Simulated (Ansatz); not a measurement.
# Niobium, bcc under RPBE: structure, energy and stiffness, part 2 of 2

What does RPBE give for niobium in the bcc structure? We relax it, solve it on a dense k-mesh, switch on spin-orbit coupling, then scale the cell to 7 volumes from 88 to 112 % of the relaxed one and try a fit of the equation of state. The start is ferromagnetic. The k-meshes are 13×13×13 for the relaxation; 22×22×22 for the dense run; 13×13×13 for spin-orbit coupling; 22×22×22 for the volumes. The starting cell is the deposited one, from the Crystallography Open Database.

Ansatz 0.2.0; DFT, RPBE, plane waves (420 eV) with PAW, scalar-relativistic.

## (3) Single point on a dense mesh

Input file input.yaml:

```yaml
crystal:
  lattice:
    - [-1.6630767746, 1.6630767746, 1.6630767746]
    - [1.6630767746, -1.6630767746, 1.6630767746]
    - [1.6630767746, 1.6630767746, -1.6630767746]
  atoms:
    - { symbol: Nb, position: [0.0, 0.0, 0.0], spin: 1.0 }
hamiltonian:
  xc: rpbe
  pseudopotentials:
    kind: paw
    azcp:
      Nb: "pseudopotentials/Nb.paw.azcp"
basis:
  ecutwfc: 420
  fft_grid_basis: typed
kpoints:
  mp_grid: { grid: [22, 22, 22], shift: [0, 0, 0] }
magnetization:
  spin_polarized: true
scf:
  occupations: { method: fermi_dirac, width: 0.05 }
```

Standard output, shortened:

```text
Warning: RAYON_NUM_THREADS=4 ignored (pool sized by the plan → 4); use --threads N
[...]
Pseudopotentials: kind: paw
Pseudopotential: Nb, paw, valence charge 13, recommended cutoff 420 eV (normal), <dir>
Functional definition: RPBE
[...]
Crystal: 1 atoms, lattice volume = 18.399 Å³
Basis set: ecut = 420 eV, 369 PW (Γ)
Bands: 11, of which v1, the nominal top of the filled ones, is band 7 counted from 1 (6 counted from 0)
Symmetry: 48 space group operations
Space group: Im-3m (ITA 229), of the structure as read, at distance tolerance 2.6e-5 Å
[...]
WARN: the starting moments were not kept: the SCF closed with an absolute magnetisation of 1.4e-7 μB, where they sum to 1 μB in size (1 site). That is at most 0.1 of that sum. Measured as dr2_m measures the in/out step, that magnetisation stands 3.4e-15 eV from none, at or under the [...]
SCF converged after 10 iterations
Magnetization: -0.0000 μB (6.5000 up, 6.5000 down)
Absolute magnetization: 0.0000 μB (∫|ρ↑−ρ↓|, with the PAW one-centre terms)
Spin contamination: 0.0000 ħ² per cell (⟨S²⟩ above its minimum at these occupations)
Per-site moments (μB) at R_I (Å): [(-3.807855067995151e-8, 1.1882200565791765)]
Free energy (F): -4559.186239 eV
[...]
E sigma→0 (E₀):  -4559.179762 eV
Entropy (-TS):   -0.012955 eV (-12.955 meV/atom)
Fermi energy:    17.412393 eV
[...]
```

Wall time 3 s (4 threads of an Arm CPU, shared host); peak memory 0.36 GiB.

## (4) Spin-orbit coupling switched on

Input file input.yaml:

```yaml
crystal:
  lattice:
    - [-1.6630767746, 1.6630767746, 1.6630767746]
    - [1.6630767746, -1.6630767746, 1.6630767746]
    - [1.6630767746, 1.6630767746, -1.6630767746]
  atoms:
    - { symbol: Nb, position: [0.0, 0.0, 0.0], spin: 1.0, spin_axis: [0, 0, 1] }
hamiltonian:
  xc: rpbe
  pseudopotentials:
    kind: paw_fr
    azcp:
      Nb: "pseudopotentials/Nb.paw.azcp"
basis:
  ecutwfc: 420
  fft_grid_basis: typed
kpoints:
  mp_grid: { grid: [13, 13, 13], shift: [0, 0, 0] }
magnetization:
  noncollinear: true
  spin_orbit: true
scf:
  occupations: { method: fermi_dirac, width: 0.05 }
```

Standard output, shortened:

```text
Warning: RAYON_NUM_THREADS=4 ignored (pool sized by the plan → 4); use --threads N
[...]
Pseudopotentials: kind: paw_fr
Pseudopotential: Nb, paw_fr, valence charge 13, recommended cutoff 420 eV (normal), <dir>
[... 1 set-up line as earlier in the session ...]
[...]
Crystal: 1 atoms, lattice volume = 18.399 Å³
Basis set: ecut = 420 eV, 369 PW (Γ)
Bands: 22, of which v1, the nominal top of the filled ones, is band 13 counted from 1 (12 counted from 0)
Symmetry: 8 space group operations + 8 with time reversal
Magnetic group: BNS 139.537 (UNI 1197), of the structure as read, at distance tolerance 2.6e-5 Å
[...]
WARN: the starting moments were not kept: the SCF closed with an absolute magnetisation of 3.4e-6 μB, where they sum to 1 μB in size (1 site). That is at most 0.1 of that sum. Measured as dr2_m measures the in/out step, that magnetisation stands 2.0e-12 eV from none, at or under the [...]
SCF converged after 14 iterations
Stability not checked: this state was not tested for a lower state beside it, because this non-collinear magnet's GGA is evaluated by the locally collinear projection, under which the energy is not smooth in the magnetisation (locally_collinear_gga; see scf.lower_state_search)
Magnetization: |M| = 0.0000 μB,  M = (-0.0000, +0.0000, -0.0000) μB
Absolute magnetization: 0.0000 μB (∫|m|, with the PAW one-centre terms)
  site 0: m = (+0.0000, +0.0000, -0.0000) μB, |m| = 0.0000 μB  (R = 1.19 Å)
Free energy (F): -4560.186803 eV
[...]
E sigma→0 (E₀):  -4560.181479 eV
Entropy (-TS):   -0.010649 eV (-10.649 meV/atom)
Fermi energy:    17.432594 eV
[...]
```

Run time: 7.6 s. Hardware: 4 threads of an Arm CPU, shared host; peak memory 0.48 GiB.

With and without spin-orbit coupling:

```tsv
	scalar-relativistic	with spin-orbit coupling
k-mesh	22×22×22	13×13×13
gap on the mesh	none (levels filled in part)	none (levels filled in part)
magnetic state	non-magnetic	non-magnetic
```

The meshes differ, so small differences between the columns need not come from spin-orbit coupling.

## (5) Equation of state: 88 %

Input file input.yaml:

```yaml
crystal:
  lattice:
    - [-1.5936998163, 1.5936998163, 1.5936998163]
    - [1.5936998163, -1.5936998163, 1.5936998163]
    - [1.5936998163, 1.5936998163, -1.5936998163]
  atoms:
    - { symbol: Nb, position: [0.0, 0.0, 0.0], spin: 1.0 }
hamiltonian:
  xc: rpbe
  pseudopotentials:
    kind: paw
    azcp:
      Nb: "pseudopotentials/Nb.paw.azcp"
basis:
  ecutwfc: 420
  fft_grid_basis: typed
kpoints:
  mp_grid: { grid: [22, 22, 22], shift: [0, 0, 0] }
magnetization:
  spin_polarized: true
scf:
  occupations: { method: fermi_dirac, width: 0.05 }
output:
  stress: true
```

Standard output, shortened:

```text
Warning: RAYON_NUM_THREADS=4 ignored (pool sized by the plan → 4); use --threads N
[...]
[... 3 set-up lines as earlier in the session ...]
[...]
Crystal: 1 atoms, lattice volume = 16.191 Å³
Basis set: ecut = 420 eV, 321 PW (Γ)
Bands: 11, of which v1, the nominal top of the filled ones, is band 7 counted from 1 (6 counted from 0)
[... 1 set-up line as earlier in the session ...]
Space group: Im-3m (ITA 229), of the structure as read, at distance tolerance 2.5e-5 Å
[...]
WARN: the starting moments were not kept: the SCF closed with an absolute magnetisation of 1.3e-7 μB, where they sum to 1 μB in size (1 site). That is at most 0.1 of that sum. Measured as dr2_m measures the in/out step, that magnetisation stands 4.4e-15 eV from none, at or under the [...]
SCF converged after 10 iterations
Magnetization: 0.0000 μB (6.5000 up, 6.5000 down)
Absolute magnetization: 0.0000 μB (∫|ρ↑−ρ↓|, with the PAW one-centre terms)
Spin contamination: 0.0000 ħ² per cell (⟨S²⟩ above its minimum at these occupations)
Per-site moments (μB) at R_I (Å): [(7.59562394330271e-8, 1.1386522347109744)]
Free energy (F): -4559.013745 eV
[...]
E sigma→0 (E₀):  -4559.008008 eV
Entropy (-TS):   -0.011474 eV (-11.474 meV/atom)
Fermi energy:    20.168800 eV
[...]
--- Stress (GPa, compression-positive) ---
       26.920048      -0.000000      -0.000000
        0.000000      26.920048      -0.000000
       -0.000000       0.000000      26.920048
  P = ⅓ Tr σ = 26.9200 GPa (269.200 kbar)
```

Run time: 2.5 s. Hardware: 4 threads of an Arm CPU, shared host; peak memory 0.36 GiB.

## (6) Equation of state: 92 %

input.yaml, as its differences from that of step 5:

```diff
@@ -2,5 +2,5 @@
   lattice:
-    - [-1.5936998163, 1.5936998163, 1.5936998163]
-    - [1.5936998163, -1.5936998163, 1.5936998163]
-    - [1.5936998163, 1.5936998163, -1.5936998163]
+    - [-1.6174898881, 1.6174898881, 1.6174898881]
+    - [1.6174898881, -1.6174898881, 1.6174898881]
+    - [1.6174898881, 1.6174898881, -1.6174898881]
   atoms:
```

Standard output, shortened:

```text
Warning: RAYON_NUM_THREADS=4 ignored (pool sized by the plan → 4); use --threads N
[...]
[... 3 set-up lines as earlier in the session ...]
[...]
Crystal: 1 atoms, lattice volume = 16.927 Å³
Basis set: ecut = 420 eV, 321 PW (Γ)
Bands: 11, of which v1, the nominal top of the filled ones, is band 7 counted from 1 (6 counted from 0)
[... 2 set-up lines as earlier in the session ...]
[...]
WARN: the starting moments were not kept: the SCF closed with an absolute magnetisation of 1.1e-7 μB, where they sum to 1 μB in size (1 site). That is at most 0.1 of that sum. Measured as dr2_m measures the in/out step, that magnetisation stands 3.3e-15 eV from none, at or under the [...]
SCF converged after 10 iterations
Magnetization: 0.0000 μB (6.5000 up, 6.5000 down)
Absolute magnetization: 0.0000 μB (∫|ρ↑−ρ↓|, with the PAW one-centre terms)
Spin contamination: 0.0000 ħ² per cell (⟨S²⟩ above its minimum at these occupations)
Per-site moments (μB) at R_I (Å): [(4.866701863156384e-8, 1.1556495501037154)]
Free energy (F): -4559.112708 eV
[...]
E sigma→0 (E₀):  -4559.106700 eV
Entropy (-TS):   -0.012015 eV (-12.015 meV/atom)
Fermi energy:    19.166077 eV
[...]
--- Stress (GPa, compression-positive) ---
       16.481380       0.000000       0.000000
        0.000000      16.481380       0.000000
       -0.000000      -0.000000      16.481380
  P = ⅓ Tr σ = 16.4814 GPa (164.814 kbar)
```

Run time: 2.5 s. Hardware: 4 threads of an Arm CPU, shared host; peak memory 0.37 GiB.

## (7) Equation of state: 96 %

input.yaml, as its differences from that of step 6:

```diff
@@ -2,5 +2,5 @@
   lattice:
-    - [-1.6174898881, 1.6174898881, 1.6174898881]
-    - [1.6174898881, -1.6174898881, 1.6174898881]
-    - [1.6174898881, 1.6174898881, -1.6174898881]
+    - [-1.6406000088, 1.6406000088, 1.6406000088]
+    - [1.6406000088, -1.6406000088, 1.6406000088]
+    - [1.6406000088, 1.6406000088, -1.6406000088]
   atoms:
```

Standard output, shortened:

```text
Warning: RAYON_NUM_THREADS=4 ignored (pool sized by the plan → 4); use --threads N
[...]
[... 3 set-up lines as earlier in the session ...]
[...]
Crystal: 1 atoms, lattice volume = 17.663 Å³
Basis set: ecut = 420 eV, 369 PW (Γ)
Bands: 11, of which v1, the nominal top of the filled ones, is band 7 counted from 1 (6 counted from 0)
[... 2 set-up lines as earlier in the session ...]
[...]
WARN: the starting moments were not kept: the SCF closed with an absolute magnetisation of 1.1e-7 μB, where they sum to 1 μB in size (1 site). That is at most 0.1 of that sum. Measured as dr2_m measures the in/out step, that magnetisation stands 2.2e-15 eV from none, at or under the [...]
SCF converged after 10 iterations
Magnetization: -0.0000 μB (6.5000 up, 6.5000 down)
Absolute magnetization: 0.0000 μB (∫|ρ↑−ρ↓|, with the PAW one-centre terms)
Spin contamination: 0.0000 ħ² per cell (⟨S²⟩ above its minimum at these occupations)
Per-site moments (μB) at R_I (Å): [(4.106282503628839e-9, 1.1721610601825632)]
Free energy (F): -4559.167786 eV
[...]
E sigma→0 (E₀):  -4559.161544 eV
Entropy (-TS):   -0.012483 eV (-12.483 meV/atom)
Fermi energy:    18.251056 eV
[...]
--- Stress (GPa, compression-positive) ---
        7.760763      -0.000000      -0.000000
        0.000000       7.760763       0.000000
       -0.000000      -0.000000       7.760763
  P = ⅓ Tr σ = 7.7608 GPa (77.608 kbar)
```

Run time: 2.6 s. Hardware: 4 threads of an Arm CPU, shared host; peak memory 0.37 GiB.

## (8) Equation of state: 100 %

input.yaml, as its differences from that of step 7:

```diff
@@ -2,5 +2,5 @@
   lattice:
-    - [-1.6406000088, 1.6406000088, 1.6406000088]
-    - [1.6406000088, -1.6406000088, 1.6406000088]
-    - [1.6406000088, 1.6406000088, -1.6406000088]
+    - [-1.6630767746, 1.6630767746, 1.6630767746]
+    - [1.6630767746, -1.6630767746, 1.6630767746]
+    - [1.6630767746, 1.6630767746, -1.6630767746]
   atoms:
```

Standard output, shortened:

```text
Warning: RAYON_NUM_THREADS=4 ignored (pool sized by the plan → 4); use --threads N
[...]
[... 3 set-up lines as earlier in the session ...]
[...]
Crystal: 1 atoms, lattice volume = 18.399 Å³
Basis set: ecut = 420 eV, 369 PW (Γ)
Bands: 11, of which v1, the nominal top of the filled ones, is band 7 counted from 1 (6 counted from 0)
[... 2 set-up lines as earlier in the session ...]
[...]
WARN: the starting moments were not kept: the SCF closed with an absolute magnetisation of 1.4e-7 μB, where they sum to 1 μB in size (1 site). That is at most 0.1 of that sum. Measured as dr2_m measures the in/out step, that magnetisation stands 3.4e-15 eV from none, at or under the [...]
SCF converged after 10 iterations
Magnetization: -0.0000 μB (6.5000 up, 6.5000 down)
Absolute magnetization: 0.0000 μB (∫|ρ↑−ρ↓|, with the PAW one-centre terms)
Spin contamination: 0.0000 ħ² per cell (⟨S²⟩ above its minimum at these occupations)
Per-site moments (μB) at R_I (Å): [(-3.807855067995151e-8, 1.1882200565791765)]
Free energy (F): -4559.186239 eV
[...]
E sigma→0 (E₀):  -4559.179762 eV
Entropy (-TS):   -0.012955 eV (-12.955 meV/atom)
Fermi energy:    17.412393 eV
[...]
--- Stress (GPa, compression-positive) ---
        0.497353      -0.000000       0.000000
       -0.000000       0.497353       0.000000
       -0.000000       0.000000       0.497353
  P = ⅓ Tr σ = 0.4974 GPa (4.974 kbar)
```

Run time: 2.6 s. Hardware: 4 threads of an Arm CPU, shared host; peak memory 0.38 GiB.

## (9) Equation of state: 104 %

input.yaml, as its differences from that of step 8:

```diff
@@ -2,5 +2,5 @@
   lattice:
-    - [-1.6630767746, 1.6630767746, 1.6630767746]
-    - [1.6630767746, -1.6630767746, 1.6630767746]
-    - [1.6630767746, 1.6630767746, -1.6630767746]
+    - [-1.6849618734, 1.6849618734, 1.6849618734]
+    - [1.6849618734, -1.6849618734, 1.6849618734]
+    - [1.6849618734, 1.6849618734, -1.6849618734]
   atoms:
```

Standard output, shortened:

```text
Warning: RAYON_NUM_THREADS=4 ignored (pool sized by the plan → 4); use --threads N
[...]
[... 3 set-up lines as earlier in the session ...]
[...]
Crystal: 1 atoms, lattice volume = 19.135 Å³
Basis set: ecut = 420 eV, 369 PW (Γ)
Bands: 11, of which v1, the nominal top of the filled ones, is band 7 counted from 1 (6 counted from 0)
[... 1 set-up line as earlier in the session ...]
Space group: Im-3m (ITA 229), of the structure as read, at distance tolerance 2.7e-5 Å
[...]
WARN: the starting moments were not kept: the SCF closed with an absolute magnetisation of 3.4e-7 μB, where they sum to 1 μB in size (1 site). That is at most 0.1 of that sum. Measured as dr2_m measures the in/out step, that magnetisation stands 2.8e-14 eV from none, at or under the [...]
SCF converged after 10 iterations
Magnetization: 0.0000 μB (6.5000 up, 6.5000 down)
Absolute magnetization: 0.0000 μB (∫|ρ↑−ρ↓|, with the PAW one-centre terms)
Spin contamination: 0.0000 ħ² per cell (⟨S²⟩ above its minimum at these occupations)
Per-site moments (μB) at R_I (Å): [(2.8255867799078294e-7, 1.203856324087411)]
Free energy (F): -4559.174251 eV
[...]
E sigma→0 (E₀):  -4559.167511 eV
Entropy (-TS):   -0.013482 eV (-13.482 meV/atom)
Fermi energy:    16.638592 eV
[...]
--- Stress (GPa, compression-positive) ---
       -5.526178       0.000000       0.000000
       -0.000000      -5.526178      -0.000000
       -0.000000      -0.000000      -5.526178
  P = ⅓ Tr σ = -5.5262 GPa (-55.262 kbar)
```

Wall time 2.7 s (4 threads of an Arm CPU, shared host); peak memory 0.38 GiB.

## (10) Equation of state: 108 %

input.yaml, as its differences from that of step 9:

```diff
@@ -2,5 +2,5 @@
   lattice:
-    - [-1.6849618734, 1.6849618734, 1.6849618734]
-    - [1.6849618734, -1.6849618734, 1.6849618734]
-    - [1.6849618734, 1.6849618734, -1.6849618734]
+    - [-1.7062927692, 1.7062927692, 1.7062927692]
+    - [1.7062927692, -1.7062927692, 1.7062927692]
+    - [1.7062927692, 1.7062927692, -1.7062927692]
   atoms:
```

Standard output, shortened:

```text
Warning: RAYON_NUM_THREADS=4 ignored (pool sized by the plan → 4); use --threads N
[...]
[... 3 set-up lines as earlier in the session ...]
[...]
Crystal: 1 atoms, lattice volume = 19.871 Å³
Basis set: ecut = 420 eV, 381 PW (Γ)
Bands: 11, of which v1, the nominal top of the filled ones, is band 7 counted from 1 (6 counted from 0)
[... 2 set-up lines as earlier in the session ...]
[...]
WARN: the starting moments were not kept: the SCF closed with an absolute magnetisation of 3.9e-7 μB, where they sum to 1 μB in size (1 site). That is at most 0.1 of that sum. Measured as dr2_m measures the in/out step, that magnetisation stands 3.6e-14 eV from none, at or under the [...]
SCF converged after 10 iterations
Magnetization: 0.0000 μB (6.5000 up, 6.5000 down)
Absolute magnetization: 0.0000 μB (∫|ρ↑−ρ↓|, with the PAW one-centre terms)
Spin contamination: 0.0000 ħ² per cell (⟨S²⟩ above its minimum at these occupations)
Per-site moments (μB) at R_I (Å): [(3.2366042687454917e-7, 1.2190966296472407)]
Free energy (F): -4559.137085 eV
[...]
E sigma→0 (E₀):  -4559.130035 eV
Entropy (-TS):   -0.014099 eV (-14.099 meV/atom)
Fermi energy:    15.920351 eV
[...]
--- Stress (GPa, compression-positive) ---
      -10.495721      -0.000000      -0.000000
       -0.000000     -10.495721      -0.000000
        0.000000       0.000000     -10.495721
  P = ⅓ Tr σ = -10.4957 GPa (-104.957 kbar)
```

Wall time 3.1 s (4 threads of an Arm CPU, shared host); peak memory 0.39 GiB.

## (11) Equation of state: 112 %

input.yaml, as its differences from that of step 10:

```diff
@@ -2,5 +2,5 @@
   lattice:
-    - [-1.7062927692, 1.7062927692, 1.7062927692]
-    - [1.7062927692, -1.7062927692, 1.7062927692]
-    - [1.7062927692, 1.7062927692, -1.7062927692]
+    - [-1.7271032686, 1.7271032686, 1.7271032686]
+    - [1.7271032686, -1.7271032686, 1.7271032686]
+    - [1.7271032686, 1.7271032686, -1.7271032686]
   atoms:
```

Standard output, shortened:

```text
Warning: RAYON_NUM_THREADS=4 ignored (pool sized by the plan → 4); use --threads N
[...]
[... 3 set-up lines as earlier in the session ...]
[...]
Crystal: 1 atoms, lattice volume = 20.607 Å³
Basis set: ecut = 420 eV, 381 PW (Γ)
Bands: 11, of which v1, the nominal top of the filled ones, is band 7 counted from 1 (6 counted from 0)
[... 2 set-up lines as earlier in the session ...]
[...]
WARN: the starting moments were not kept: the SCF closed with an absolute magnetisation of 5.3e-7 μB, where they sum to 1 μB in size (1 site). That is at most 0.1 of that sum. Measured as dr2_m measures the in/out step, that magnetisation stands 3.5e-14 eV from none, at or under the [...]
SCF converged after 10 iterations
Magnetization: -0.0000 μB (6.5000 up, 6.5000 down)
Absolute magnetization: 0.0000 μB (∫|ρ↑−ρ↓|, with the PAW one-centre terms)
Spin contamination: 0.0000 ħ² per cell (⟨S²⟩ above its minimum at these occupations)
Per-site moments (μB) at R_I (Å): [(-2.530618245985121e-7, 1.2339651270925596)]
Free energy (F): -4559.079175 eV
[...]
E sigma→0 (E₀):  -4559.071817 eV
Entropy (-TS):   -0.014717 eV (-14.717 meV/atom)
Fermi energy:    15.251003 eV
[...]
--- Stress (GPa, compression-positive) ---
      -14.584382       0.000000       0.000000
       -0.000000     -14.584382      -0.000000
        0.000000      -0.000000     -14.584382
  P = ⅓ Tr σ = -14.5844 GPa (-145.844 kbar)
```

Wall time 3.1 s (4 threads of an Arm CPU, shared host); peak memory 0.39 GiB.

## (12) Fitting the volumes

The cell was scaled evenly, with its shape and the fractional positions fixed.

```tsv
V (Å³/atom)	E − E₀ (meV/atom)	P from the stress (GPa)	P from the fit (GPa)
16.191	171.7	26.92	26.96
16.927	73.0	16.48	16.41
17.663	18.2	7.76	7.69
18.399	0.0	0.50	0.45
19.135	12.2	-5.53	-5.56
19.871	49.7	-10.50	-10.56
20.607	107.9	-14.58	-14.73
```

Fit (Birch-Murnaghan, third order): V₀ = 18.450 Å³/atom, B₀ = 163 GPa, B₀′ = 3.6, largest residual 0.10 meV/atom.

Fit and stress differ a little: one follows E(σ → 0), the other the smeared free energy.

## (13) Outcome

What follows sums up all 2 parts.

| quantity | value |
| --- | --- |
| space group (spins left aside) | Im-3m (No. 229) |
| conventional cell | a = 3.326 Å |
| volume | 18.399 Å³/atom |
| shortest distance | 2.881 Å |
| against the deposited volume | +2.4 % (17.975 Å³/atom) |
| gap on the mesh | none (levels filled in part) |
| magnetic state | non-magnetic |
| V₀, B₀, B₀′ | 18.450 Å³/atom, 163 GPa, 3.6 |

In words: Against experiment, RPBE misses the volume by +2.4 %. This functional tends to bind solids too weakly. The deposited cell holds zero-point motion and, unless taken cold, thermal expansion, so the miss against a static lattice is larger still. The starting moments do not survive. No gap shows: it is a metal or semimetal at this level. The total energy of the spin-orbit run lies -1.0 eV/atom from the scalar one, but the two kinds of run don't share a zero of energy: only differences within one kind count. B₀ comes out at 163 GPa.
